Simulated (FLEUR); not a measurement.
# WC (Qusongite) (P-6m2) in FLEUR: a series of runs

One crystal, WC (Qusongite), is run at these levels: LDA; tasks: band structure, equation of state.

Everything below comes from runs of FLEUR MaX-R8.1 (later development tree). Logs are shortened: lines on timing, memory, paths and dates and some standing lists are left out, and cuts for length are marked.

## Step 1: Starting point

The structure is hexagonal, space group P-6m2 (No. 187). Conventional cell: a = 2.907 Å, b = 2.907 Å, c = 2.837 Å, α = 90.00°, β = 90.00°, γ = 120.00°. Around W (site symmetry -6m2) lie 6 C at 2.20 Å. C (site symmetry -6m2) is surrounded by 6 W at 2.20 Å.

## Step 2: Band structure, LDA

inp.xml

```xml
<?xml version="1.0" encoding="UTF-8" standalone="no"?>
<fleurInput fleurInputVersion="0.39">
   <comment>
      WC                                                                                                  
   </comment>
   <calculationSetup>
      <cutoffs Kmax="4.9" Gmax="15.2" GmaxXC="15.2" numbands="0"/>
      <scfLoop itmax="60" minDistance="0.00001" maxIterBroyd="15" imix="Anderson" alpha="0.05" precondParam="0.0" spinf="2.0" sdNocoIR="T"/>
      <coreElectrons ctail="T" frcor="F" kcrel="0" coretail_lmax="0"/>
      <xcFunctional name="vwn" relativisticCorrections="F"/>
      <magnetism jspins="1"/>
      <soc l_soc="F" theta="0.0" phi="0.0" spav="F"/>
      <expertModes spex="0" secvar="F"/>
      <geometryOptimization l_f="F" forcealpha="1.0" forcemix="BFGS" epsdisp="0.00001" epsforce="0.00001"/>
      <ldaU l_linMix="F" mixParam="0.05" spinf="1.0"/>
   </calculationSetup>
   <cell>
      <bzIntegration valenceElectrons="32.0" mode="hist" fermiSmearingEnergy="0.00183747">
         <kPointListSelection listName="default-1"/>
         <!-- k-points included here -->
         <xi:include xmlns:xi="http://www.w3.org/2001/XInclude" href="kpts.xml"> </xi:include>
      </bzIntegration>
      <!-- symmetry operations included here -->
      <xi:include xmlns:xi="http://www.w3.org/2001/XInclude" href="sym.xml"> </xi:include>
      <bulkLattice scale="1.0">
         <bravaisMatrix>
[... 28 lines left out ...]
            <stateOccupation state="(2p1/2)" spinUp="0.333333" spinDown="0.333333"/>
            <stateOccupation state="(2p3/2)" spinUp="0.666667" spinDown="0.666667"/>
         </electronConfig>
         <energyParameters s="2" p="2" d="3" f="4"/>
         <lo type="SCLO" l="0" n="2" eDeriv="2"/>
         <lo type="SCLO" l="1" n="2" eDeriv="2"/>
         <lo type="SCLO" l="2" n="3" eDeriv="2"/>
      </species>
   </atomSpecies>
   <atomGroups>
      <atomGroup species="Tungsten (W)">
         <relPos label="                   1">.0000000000 .0000000000 .0000000000</relPos>
         <force calculate="T" relaxXYZ="TTT"/>
      </atomGroup>
      <atomGroup species="Carbon (C)">
         <relPos label="                   2">-1.000/3.000 1.000/3.000 1.000/2.000</relPos>
         <force calculate="T" relaxXYZ="TTT"/>
      </atomGroup>
   </atomGroups>
   <output dos="F" band="F" slice="F">
      <checks vchk="F" cdinf="F"/>
      <bandDOS minEnergy="-.5*Htr" maxEnergy="0.5*Htr" sigma="0.015" storeEVData="T"/>
      <vacuumDOS vacdos="F" integ="F" star="F" nstars="0" locx1="0.0" locy1="0.0" locx2="0.0" locy2="0.0" nstm="0" tworkf="0.0"/>
      <unfoldingBand unfoldBand="F" supercellX="1" supercellY="1" supercellZ="1"/>
      <plotting iplot="0" polar="F">
         <plot TwoD="T" vec1="  1.0  0.0  0.0" vec2="  0.0  1.0  0.0" vec3="  0.0  0.0  1.0" zero="  0.0  0.0  0.0" file="plot"/>
      </plotting>
      <chargeDensitySlicing numkpt="0" minEigenval="0.0" maxEigenval="0.0" nnne="0" pallst="F"/>
      <specialOutput eonly="F"/>
      <moessbauerParams electricFieldGradient="T" isomerShift="T" coreHyperfine="T" valenceHyperfine="T"/>
      <magneticCircularDichroism mcd="F" energyLo="-10.0" energyUp="0.0"/>
   </output>
  <!-- We include the file relax.xml here to enable relaxations (see documentation) -->
  <xi:include xmlns:xi="http://www.w3.org/2001/XInclude" href="relax.xml"> <xi:fallback/> </xi:include>
</fleurInput>
```

crystal.txt

```
WC
&input cartesian=F /
2.9065000000  0.0000000000  0.0000000000
-1.4532500000  2.5171028361  0.0000000000
0.0000000000  0.0000000000  2.8366000000
1.8897261246
1.0 1.0 1.0

2
74 0.0000000000  0.0000000000  0.0000000000
6 0.6666666667  0.3333333333  0.5000000000

&kpt div1=10 div2=10 div3=9 gamma=T /
```

inp.xml (bands)

```
<?xml version="1.0" encoding="UTF-8" standalone="no"?>
<fleurInput fleurInputVersion="0.39">
   <comment>
      WC                                                                                                  
   </comment>
   <calculationSetup>
      <cutoffs Kmax="4.9" Gmax="15.2" GmaxXC="15.2" numbands="0"/>
      <scfLoop itmax="60" minDistance="0.00001" maxIterBroyd="15" imix="Anderson" alpha="0.05" precondParam="0.0" spinf="2.0" sdNocoIR="T"/>
      <coreElectrons ctail="T" frcor="F" kcrel="0" coretail_lmax="0"/>
      <xcFunctional name="vwn" relativisticCorrections="F"/>
      <magnetism jspins="1"/>
      <soc l_soc="F" theta="0.0" phi="0.0" spav="F"/>
      <expertModes spex="0" secvar="F"/>
      <geometryOptimization l_f="F" forcealpha="1.0" forcemix="BFGS" epsdisp="0.00001" epsforce="0.00001"/>
      <ldaU l_linMix="F" mixParam="0.05" spinf="1.0"/>
   </calculationSetup>
   <cell>
      <bzIntegration valenceElectrons="32.0" mode="hist" fermiSmearingEnergy="0.00183747">
         <kPointListSelection listName="path-1"/>
         <!-- k-points included here -->
         <xi:include xmlns:xi="http://www.w3.org/2001/XInclude" href="kpts.xml"> </xi:include>
      </bzIntegration>
      <!-- symmetry operations included here -->
      <xi:include xmlns:xi="http://www.w3.org/2001/XInclude" href="sym.xml"> </xi:include>
      <bulkLattice scale="1.0">
         <bravaisMatrix>
[... 28 lines left out ...]
            <stateOccupation state="(2p1/2)" spinUp="0.333333" spinDown="0.333333"/>
            <stateOccupation state="(2p3/2)" spinUp="0.666667" spinDown="0.666667"/>
         </electronConfig>
         <energyParameters s="2" p="2" d="3" f="4"/>
         <lo type="SCLO" l="0" n="2" eDeriv="2"/>
         <lo type="SCLO" l="1" n="2" eDeriv="2"/>
         <lo type="SCLO" l="2" n="3" eDeriv="2"/>
      </species>
   </atomSpecies>
   <atomGroups>
      <atomGroup species="Tungsten (W)">
         <relPos label="                   1">.0000000000 .0000000000 .0000000000</relPos>
         <force calculate="T" relaxXYZ="TTT"/>
      </atomGroup>
      <atomGroup species="Carbon (C)">
         <relPos label="                   2">-1.000/3.000 1.000/3.000 1.000/2.000</relPos>
         <force calculate="T" relaxXYZ="TTT"/>
      </atomGroup>
   </atomGroups>
   <output dos="F" band="T" slice="F">
      <checks vchk="F" cdinf="F"/>
      <bandDOS minEnergy="-.5*Htr" maxEnergy="0.5*Htr" sigma="0.015" storeEVData="T"/>
      <vacuumDOS vacdos="F" integ="F" star="F" nstars="0" locx1="0.0" locy1="0.0" locx2="0.0" locy2="0.0" nstm="0" tworkf="0.0"/>
      <unfoldingBand unfoldBand="F" supercellX="1" supercellY="1" supercellZ="1"/>
      <plotting iplot="0" polar="F">
         <plot TwoD="T" vec1="  1.0  0.0  0.0" vec2="  0.0  1.0  0.0" vec3="  0.0  0.0  1.0" zero="  0.0  0.0  0.0" file="plot"/>
      </plotting>
      <chargeDensitySlicing numkpt="0" minEigenval="0.0" maxEigenval="0.0" nnne="0" pallst="F"/>
      <specialOutput eonly="F"/>
      <moessbauerParams electricFieldGradient="T" isomerShift="T" coreHyperfine="T" valenceHyperfine="T"/>
      <magneticCircularDichroism mcd="F" energyLo="-10.0" energyUp="0.0"/>
   </output>
  <!-- We include the file relax.xml here to enable relaxations (see documentation) -->
  <xi:include xmlns:xi="http://www.w3.org/2001/XInclude" href="relax.xml"> <xi:fallback/> </xi:include>
</fleurInput>
```

Potentials or basis: all-electron, FLAPW.

The run is started by

```sh
> inpgen -f crystal.txt -profile fastHighL
> # inp.xml edited to the form shown
> fleur_MPI
> fleur_MPI   # second run, on inp.xml (bands)
```

The program printed:

```text
Welcome to FLEUR        (www.flapw.de)
      MaX-Release 8.1          (www.max-centre.eu)

 ========== k-point set info ==========
 Selected k-point list: default-1
 k-point list type: mesh
 10 x 10 x 9
 Number of k points: 70

 ------------Calculation Setup---------------------------
 Number of MPI-tasks      :            1
 Number of PE/node        :            1
 Number of OMP-threads    :            1
 Most efficient MPI parallelization for:
           1           2           5           7          10          14          35          70
 Additional eigenvalue parallelization possible
 Number of basis functions:          346
 Approximate size of matrices (H+S) per k-point:         0.004 GB
 --------------------------------------------------------
Nuclear radius smaller than smallest radial mesh point for atom type 2 -- skipping its core isomer shift
Nuclear radius smaller than smallest radial mesh point for atom type 2 -- skipping its isomer shift
 Iteration:     1   Distance:      25.81968546 me/bohr^3
Nuclear radius smaller than smallest radial mesh point for atom type 2 -- skipping its core isomer shift
Nuclear radius smaller than smallest radial mesh point for atom type 2 -- skipping its isomer shift
 Iteration:     2   Distance:      21.87210034 me/bohr^3
Nuclear radius smaller than smallest radial mesh point for atom type 2 -- skipping its core isomer shift
Nuclear radius smaller than smallest radial mesh point for atom type 2 -- skipping its isomer shift
 Iteration:     3   Distance:       8.64712665 me/bohr^3
Nuclear radius smaller than smallest radial mesh point for atom type 2 -- skipping its core isomer shift
Nuclear radius smaller than smallest radial mesh point for atom type 2 -- skipping its isomer shift
 Iteration:     4   Distance:       6.54573972 me/bohr^3
Nuclear radius smaller than smallest radial mesh point for atom type 2 -- skipping its core isomer shift
Nuclear radius smaller than smallest radial mesh point for atom type 2 -- skipping its isomer shift
 Iteration:     5   Distance:       3.04852350 me/bohr^3
Nuclear radius smaller than smallest radial mesh point for atom type 2 -- skipping its core isomer shift
Nuclear radius smaller than smallest radial mesh point for atom type 2 -- skipping its isomer shift
 Iteration:     6   Distance:       0.78380699 me/bohr^3
Nuclear radius smaller than smallest radial mesh point for atom type 2 -- skipping its core isomer shift
Nuclear radius smaller than smallest radial mesh point for atom type 2 -- skipping its isomer shift
 Iteration:     7   Distance:       0.39068422 me/bohr^3
Nuclear radius smaller than smallest radial mesh point for atom type 2 -- skipping its core isomer shift
Nuclear radius smaller than smallest radial mesh point for atom type 2 -- skipping its isomer shift
 Iteration:     8   Distance:       0.04882219 me/bohr^3
Nuclear radius smaller than smallest radial mesh point for atom type 2 -- skipping its core isomer shift
Nuclear radius smaller than smallest radial mesh point for atom type 2 -- skipping its isomer shift
 Iteration:     9   Distance:       0.02702151 me/bohr^3
Nuclear radius smaller than smallest radial mesh point for atom type 2 -- skipping its core isomer shift
Nuclear radius smaller than smallest radial mesh point for atom type 2 -- skipping its isomer shift
 Iteration:    10   Distance:       0.00325660 me/bohr^3
Nuclear radius smaller than smallest radial mesh point for atom type 2 -- skipping its core isomer shift
Nuclear radius smaller than smallest radial mesh point for atom type 2 -- skipping its isomer shift
 Iteration:    11   Distance:       0.00411589 me/bohr^3
Nuclear radius smaller than smallest radial mesh point for atom type 2 -- skipping its core isomer shift
Nuclear radius smaller than smallest radial mesh point for atom type 2 -- skipping its isomer shift
 Iteration:    12   Distance:       0.00038916 me/bohr^3
Nuclear radius smaller than smallest radial mesh point for atom type 2 -- skipping its core isomer shift
Nuclear radius smaller than smallest radial mesh point for atom type 2 -- skipping its isomer shift
 Iteration:    13   Distance:       0.00024644 me/bohr^3
Nuclear radius smaller than smallest radial mesh point for atom type 2 -- skipping its core isomer shift
Nuclear radius smaller than smallest radial mesh point for atom type 2 -- skipping its isomer shift
 Iteration:    14   Distance:       0.00009180 me/bohr^3
Nuclear radius smaller than smallest radial mesh point for atom type 2 -- skipping its core isomer shift
Nuclear radius smaller than smallest radial mesh point for atom type 2 -- skipping its isomer shift
 Iteration:    15   Distance:       0.00000370 me/bohr^3

 ********************************************************************
 Run finished successfully
 Stop message:
   all done
 ********************************************************************
```

Wall time 65 s (1 thread of Arm Neoverse V1, shared host); peak memory 0.06 GiB.

What came out:

| Quantity | Value |
| --- | --- |
| Free energy | -440677.3223 eV |
| Band gap along the path | none (metal or under the smearing width) |
| Valence electrons inside the program's atomic spheres | W 25.76; C 2.34 (radii W 2.38, C 1.47 bohr) |

Levels at the corners of the path, in eV from the Fermi level:
```tsv
point	band 13	band 14	band 15	band 16	band 17	band 18	band 19	band 20
Γ	-4.29	-3.32	-3.32	0.13	3.20	3.20	5.61	5.61
M	-6.95	-3.61	-3.55	-0.41	2.31	4.52	4.87	6.85
K	-6.53	-4.49	-3.44	0.59	0.99	2.05	3.25	9.15
Γ	-4.29	-3.32	-3.32	0.13	3.20	3.20	5.61	5.61
A	-8.60	-2.00	-2.00	-0.59	-0.59	3.66	4.52	4.52
L	-6.41	-4.30	-4.09	0.37	4.42	5.29	6.70	9.14
H	-7.19	-5.34	-1.54	-0.61	4.40	6.44	7.58	9.09
A	-8.60	-2.00	-2.00	-0.59	-0.59	3.66	4.52	4.52
L	-6.41	-4.30	-4.09	0.37	4.42	5.29	6.70	9.14
M	-6.95	-3.61	-3.55	-0.41	2.31	4.52	4.87	6.85
K	-6.53	-4.49	-3.44	0.59	0.99	2.05	3.25	9.15
H	-7.19	-5.34	-1.54	-0.61	4.40	6.44	7.58	9.09
```

Core levels (eV from the Fermi level):
| atom | levels |
| --- | --- |
| 1 W | 1s1/2 -69336.9, 2s1/2 -11956.4, 2p1/2 -11436.3, 2p3/2 -10084.9, 3s1/2 -2749.0, 3p1/2 -2517.1, 3p3/2 -2224.9, 4s1/2 -562.3, 3d3/2 -1833.3, 3d5/2 -1769.7, 4p1/2 -466.1, 4p3/2 -398.2, 4d3/2 -240.0, 4d5/2 -227.5 |
| 2 C | 1s1/2 -262.4 |

Caveat: spin-orbit coupling is left out, which moves the levels of the heavy elements.

## Step 3: Equation of state, LDA, 9.75 Å³/atom (volume scaled by 0.94)

Changes to inp.xml since step 2:

```diff
@@ -6,3 +6,3 @@
    <calculationSetup>
-      <cutoffs Kmax="4.9" Gmax="15.2" GmaxXC="15.2" numbands="0"/>
+      <cutoffs Kmax="5.03" Gmax="15.6" GmaxXC="15.6" numbands="0"/>
       <scfLoop itmax="60" minDistance="0.00001" maxIterBroyd="15" imix="Anderson" alpha="0.05" precondParam="0.0" spinf="2.0" sdNocoIR="T"/>
@@ -24,3 +24,3 @@
       <xi:include xmlns:xi="http://www.w3.org/2001/XInclude" href="sym.xml"> </xi:include>
-      <bulkLattice scale="1.0">
+      <bulkLattice scale="0.9795861087">
          <bravaisMatrix>
@@ -34,3 +34,3 @@
       <species name="Tungsten (W)" element="W" atomicNumber="74">
-         <mtSphere radius="2.38" gridPoints="787" logIncrement="0.017"/>
+         <mtSphere radius="2.3" gridPoints="787" logIncrement="0.017"/>
          <atomicCutoffs lmax="10" lnonsphr="8"/>
@@ -49,3 +49,3 @@
       <species name="Carbon (C)" element="C" atomicNumber="6">
-         <mtSphere radius="1.47" gridPoints="487" logIncrement="0.021"/>
+         <mtSphere radius="1.43" gridPoints="487" logIncrement="0.021"/>
          <atomicCutoffs lmax="8" lnonsphr="6"/>
```

Potentials or basis: all-electron, FLAPW.

The run is started by

```sh
> inpgen -f crystal.txt -profile fastHighL
> # inp.xml edited to the form shown
> fleur_MPI
```

The program printed:

```text
Welcome to FLEUR        (www.flapw.de)
      MaX-Release 8.1          (www.max-centre.eu)

 ========== k-point set info ==========
 Selected k-point list: default-1
 k-point list type: mesh
 10 x 10 x 9
 Number of k points: 70

 ------------Calculation Setup---------------------------
 Number of MPI-tasks      :            1
 Number of PE/node        :            1
 Number of OMP-threads    :            1
 Most efficient MPI parallelization for:
           1           2           5           7          10          14          35          70
 Additional eigenvalue parallelization possible
 Number of basis functions:          352
 Approximate size of matrices (H+S) per k-point:         0.004 GB
 --------------------------------------------------------
 Iteration:     1   Distance:      26.83234942 me/bohr^3
 Iteration:     2   Distance:      22.85278495 me/bohr^3
 Iteration:     3   Distance:       8.81424563 me/bohr^3
 Iteration:     4   Distance:       6.54191121 me/bohr^3
 Iteration:     5   Distance:       3.27077356 me/bohr^3
 Iteration:     6   Distance:       0.74007143 me/bohr^3
 Iteration:     7   Distance:       0.40357162 me/bohr^3
 Iteration:     8   Distance:       0.06600892 me/bohr^3
 Iteration:     9   Distance:       0.03370002 me/bohr^3
 Iteration:    10   Distance:       0.00565574 me/bohr^3
 Iteration:    11   Distance:       0.00664769 me/bohr^3
 Iteration:    12   Distance:       0.00088743 me/bohr^3
 Iteration:    13   Distance:       0.00011652 me/bohr^3
 Iteration:    14   Distance:       0.00010683 me/bohr^3
 Iteration:    15   Distance:       0.00001738 me/bohr^3
 Iteration:    16   Distance:       0.00001474 me/bohr^3
 Iteration:    17   Distance:       0.00000533 me/bohr^3

 ********************************************************************
 Run finished successfully
 Stop message:
   all done
 ********************************************************************
```

Wall time 70 s (1 thread of Arm Neoverse V1, shared host); peak memory 0.08 GiB.

What came out:

```
Free energy                                           : -440677.2996 eV
Band gap on the k mesh                                : none (metal or under the smearing width)
Valence electrons inside the program's atomic spheres : W 25.55; C 2.27 (radii W 2.3, C 1.43 bohr)
```

## Step 4: Equation of state, LDA, 9.96 Å³/atom (volume scaled by 0.96)

Changes to inp.xml since step 3:

```diff
@@ -24,3 +24,3 @@
       <xi:include xmlns:xi="http://www.w3.org/2001/XInclude" href="sym.xml"> </xi:include>
-      <bulkLattice scale="0.9795861087">
+      <bulkLattice scale="0.9864848297">
          <bravaisMatrix>
```

The run is started by

```sh
> inpgen -f crystal.txt -profile fastHighL
> # inp.xml edited to the form shown
> fleur_MPI
```

Wall time 71 s (1 thread of Arm Neoverse V1, shared host); peak memory 0.09 GiB.

Results (log left out):

- Free energy: -440677.3312 eV
- Band gap on the k mesh: none (metal or under the smearing width)
- Valence electrons inside the program's atomic spheres: W 25.50; C 2.25 (radii W 2.3, C 1.43 bohr)

## Step 5: Equation of state, LDA, 10.38 Å³/atom

Changes to inp.xml since step 4:

```diff
@@ -24,3 +24,3 @@
       <xi:include xmlns:xi="http://www.w3.org/2001/XInclude" href="sym.xml"> </xi:include>
-      <bulkLattice scale="0.9864848297">
+      <bulkLattice scale="1.0000000000">
          <bravaisMatrix>
```

The run is started by

```sh
> inpgen -f crystal.txt -profile fastHighL
> # inp.xml edited to the form shown
> fleur_MPI
```

It took 86 s on 1 thread of Arm Neoverse V1, shared host; peak memory 0.09 GiB.

Results (log left out):

```yaml
Free_energy: -440677.3231 eV
Band_gap_on_the_k_mesh: none (metal or under the smearing width)
Valence_electrons_inside_the_program's_atomic_spheres: W 25.41; C 2.22 (radii W 2.3, C 1.43 bohr)
```

## Step 6: Equation of state, LDA, 10.79 Å³/atom (volume scaled by 1.04)

Changes to inp.xml since step 5:

```diff
@@ -24,3 +24,3 @@
       <xi:include xmlns:xi="http://www.w3.org/2001/XInclude" href="sym.xml"> </xi:include>
-      <bulkLattice scale="1.0000000000">
+      <bulkLattice scale="1.0131594038">
          <bravaisMatrix>
```

Potentials or basis: all-electron, FLAPW.

The run is started by

```sh
> inpgen -f crystal.txt -profile fastHighL
> # inp.xml edited to the form shown
> fleur_MPI
```

It took 95 s on 1 thread of Arm Neoverse V1, shared host; peak memory 0.09 GiB.

It converged, with:

```yaml
Free_energy: -440677.2352 eV
Band_gap_on_the_k_mesh: none (metal or under the smearing width)
Valence_electrons_inside_the_program's_atomic_spheres: W 25.33; C 2.18 (radii W 2.3, C 1.43 bohr)
```

## Step 7: Equation of state, LDA, 11.00 Å³/atom (volume scaled by 1.06)

Changes to inp.xml since step 6:

```diff
@@ -24,3 +24,3 @@
       <xi:include xmlns:xi="http://www.w3.org/2001/XInclude" href="sym.xml"> </xi:include>
-      <bulkLattice scale="1.0131594038">
+      <bulkLattice scale="1.0196128224">
          <bravaisMatrix>
```

The run is started by

```sh
> inpgen -f crystal.txt -profile fastHighL
> # inp.xml edited to the form shown
> fleur_MPI
```

Wall time 1.8 min (1 thread of Arm Neoverse V1, shared host); peak memory 0.09 GiB.

The run converged. Its results:

```
Free energy                                           : -440677.1663 eV
Band gap on the k mesh                                : none (metal or under the smearing width)
Valence electrons inside the program's atomic spheres : W 25.30; C 2.17 (radii W 2.3, C 1.43 bohr)
```

## Step 8: Equation of state, LDA

No new run: the results of the series are fitted here.

Results:

```
Equilibrium volume                        : 10.13 Å³/atom
Bulk modulus at fixed shape and positions : 425 GPa
Pressure derivative of the bulk modulus   : 4.3 (rough: it moves with the points fitted)
```

Energy against volume, from the lowest point:
```csv
volume (Å³/atom),energy (meV/atom)
9.754,15.81
9.961,0.00
10.376,4.05
10.791,47.99
10.999,82.43
```

Caveat: the cell was scaled at fixed shape and fractional positions, which overstates the stiffness of a crystal with free parameters, most of all of layers and chains. The run has no spin-orbit coupling, so splittings on W are missing.
